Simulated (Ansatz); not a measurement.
## Band table of Ir

```
Ir
1.0
     0.00000    1.91970    1.91970
     1.91970    0.00000    1.91970
     1.91970    1.91970    0.00000
Ir
1
Direct
  0.00000 0.00000 0.00000
```

The cell comes from COD entry 9008470, which wasn't checked; take it as a given geometry.

Method: Ansatz 0.2.0, DFT, PBE, all-electron LAPW, Dirac equation with spin-orbit coupling.

Sampling and basis: a Γ-centred 15×15×15 k mesh, Fermi–Dirac smearing of 0.05 eV, basis error target 0.5 meV/atom, no spin polarisation.

Path points, in fractions of the reciprocal vectors: Γ (0.000, 0.000, 0.000), X (0.500, 0.000, 0.500), U (0.625, 0.250, 0.625), K (0.375, 0.375, 0.750), L (0.500, 0.500, 0.500), W (0.500, 0.250, 0.750). Levels in eV from the Fermi level, one of each degenerate spinor pair; bands 33 to 47, counted from the lowest band of the run. The gap is zero.

```
# k(1/Å) point b33 b35 b37 b39 b41 b43 b45 b47
0.000 Γ -11.24 -4.36 -4.36 -3.53 -1.17 -1.17 13.46 18.56
0.327 - -10.65 -4.63 -4.08 -3.34 -1.64 -1.01 14.48 17.86
0.655 - -9.12 -5.53 -3.55 -2.44 -2.30 -0.54 17.14 17.31
0.982 - -7.76 -6.54 -3.14 -1.27 -1.00 0.16 14.87 16.76
1.309 - -7.84 -7.25 -0.81 0.26 0.41 1.17 11.56 13.53
1.637 X -8.07 -7.50 0.61 1.05 1.28 1.94 10.47 10.60
1.752 - -8.01 -7.45 0.15 0.62 1.49 2.54 9.92 10.98
1.868 - -7.86 -7.29 -0.77 0.34 1.38 3.63 9.07 11.39
1.984 - -7.64 -7.01 -1.64 -0.06 1.17 4.82 8.12 11.62
2.099 - -7.39 -6.62 -2.43 -0.52 0.91 5.99 7.22 11.57
2.215 U -7.12 -6.17 -3.14 -1.00 0.60 6.06 7.52 11.32
2.416 - -6.81 -5.90 -3.76 -1.40 0.63 6.05 7.83 11.38
2.616 - -6.30 -5.68 -4.59 -1.76 0.76 6.51 7.54 11.77
2.816 - -6.30 -5.68 -4.59 -1.76 0.76 6.51 7.54 11.77
3.017 - -6.81 -5.90 -3.76 -1.40 0.63 6.05 7.83 11.38
3.217 K -7.12 -6.17 -3.14 -1.00 0.60 6.06 7.52 11.32
3.564 - -6.31 -5.20 -4.66 -2.18 -0.55 4.12 10.47 11.56
3.912 - -6.98 -5.30 -4.51 -2.62 -1.76 2.05 12.14 15.29
4.259 - -8.91 -5.11 -3.94 -2.76 -2.21 -0.19 14.64 16.78
4.606 - -10.59 -4.56 -4.15 -3.35 -1.53 -1.11 14.57 16.95
4.953 Γ -11.24 -4.36 -4.36 -3.53 -1.17 -1.17 13.46 18.56
5.236 - -10.80 -4.46 -4.24 -3.43 -1.34 -1.21 14.21 17.22
5.520 - -9.67 -4.70 -4.08 -3.10 -1.52 -1.05 14.52 15.88
5.803 - -8.56 -4.24 -4.21 -3.22 -0.88 -0.32 11.93 15.44
6.087 - -8.25 -4.46 -3.57 -2.42 0.12 0.66 8.97 13.71
6.370 L -8.25 -4.57 -3.71 -1.04 0.53 1.13 7.25 13.11
6.602 - -7.98 -4.64 -3.68 -2.00 0.72 2.08 7.09 13.67
6.833 - -7.25 -5.12 -3.48 -2.91 0.58 3.98 6.74 14.86
7.065 - -6.32 -5.77 -4.29 -2.18 0.48 6.00 6.50 13.92
7.296 - -6.26 -5.47 -4.87 -1.79 0.96 6.81 7.82 11.17
7.527 W -6.44 -5.11 -5.06 -1.86 1.42 8.02 8.08 9.55
7.691 - -6.67 -5.93 -4.07 -1.53 1.42 7.25 8.22 10.00
7.855 - -7.15 -6.61 -2.92 -0.79 1.44 5.93 8.49 10.58
8.018 - -7.63 -7.10 -1.63 -0.01 1.47 4.44 9.00 10.92
8.182 - -7.96 -7.40 -0.27 0.53 1.52 2.93 9.74 10.97
8.346 X -8.07 -7.50 0.61 1.05 1.28 1.94 10.47 10.60
```
